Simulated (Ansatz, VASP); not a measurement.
# One calculation of SnSe, two programs

File INCAR:

```
SYSTEM = SnSe
ALGO = Fast ; EDIFF = 1E-7
ENCUT = 520 ; GGA = PE
ISIF = 2 ; ISMEAR = 0
LASPH = .True. ; LCHARG = .False.
LREAL = .False. ; LWAVE = .False.
NBANDS = 17 ; NELM = 100
PREC = Accurate ; SIGMA = 0.01
```

KPOINTS

```
k-points
0
Gamma
  10 10 10
  0 0 0
```

Contents of POSCAR:

```
SnSe
1.0
    0.0000000000      3.3908386502      3.3908386502
    3.3908386502      0.0000000000      3.3908386502
    3.3908386502      3.3908386502      0.0000000000
Sn Se
1 1
Direct
    0.0000000000      0.0000000000      0.0000000000
    0.2500000000      0.2500000000      0.2500000000
```

Input for Ansatz:

```yaml
crystal:
  lattice:
    - [0.0, 3.3908386502, 3.3908386502]
    - [3.3908386502, 0.0, 3.3908386502]
    - [3.3908386502, 3.3908386502, 0.0]
  atoms:
    - { symbol: Sn, position: [0.0, 0.0, 0.0] }
    - { symbol: Se, position: [0.25, 0.25, 0.25] }
basis:
  ecutwfc: 420
kpoints:
  mp_grid: { grid: [10, 10, 10] }
  band_path:
    path:
      - [[0.0, 0.0, 0.0], [-0.5, -0.5, 0.0], [-0.375, -0.375, 0.25]]
      - [[-0.375, 0.0, 0.375], [0.0, 0.0, 0.0], [0.0, 0.0, 0.5], [-0.5, -0.25, 0.25], [-0.5, -0.5, 0.0]]
    npoints: 14
hamiltonian:
  xc: pbe
scf:
  occupations: { method: gaussian, width: 0.01 }
  n_extra_bands: 6
output:
  forces: true
  stress: true
  eigenvalues: true
  populations: true
  dos: { projected: true, de: 0.02, nscf_kmesh: { grid: [12, 12, 12] } }
  bader: true
  write_density: true
  write_potential: true
  elf: true
  volumetric_format: npy
```

The cell was built by a generator and needn't be a form met in nature.

Alike in both runs: task single point; functional PBE; k mesh 10 × 10 × 10; occupations gaussian, width 0.01 eV; no spin polarisation.

|  | VASP | Ansatz |
| --- | --- | --- |
| version | VASP 6.6.1 | Ansatz 0.2.0 |
| potentials or method | VASP PAW PBE potentials, release 64 (Sn_d, Se) | scalar-relativistic, plane waves, PAW |
| plane-wave cutoff (eV) | 520 | 420 |
| valence electrons in the cell | 20 | 30 |

Ansatz gave:

| Item | Value |
| --- | --- |
| gap on the k mesh at the Fermi level (eV) | 0.12 |
| least direct gap on the mesh (eV) | 0.69 |
| pressure (GPa) | 0.0 |

Question: What did VASP give for the same quantities?

Answer: gap on the k mesh at the Fermi level (eV): 0.12; least direct gap on the mesh (eV): 0.68; pressure (GPa): 0.0.

The two sets of potentials don't hold the same shells in valence.

Caveats: spin-orbit coupling is left out, which moves the levels of the heavy elements. A k mesh can miss the band edges.
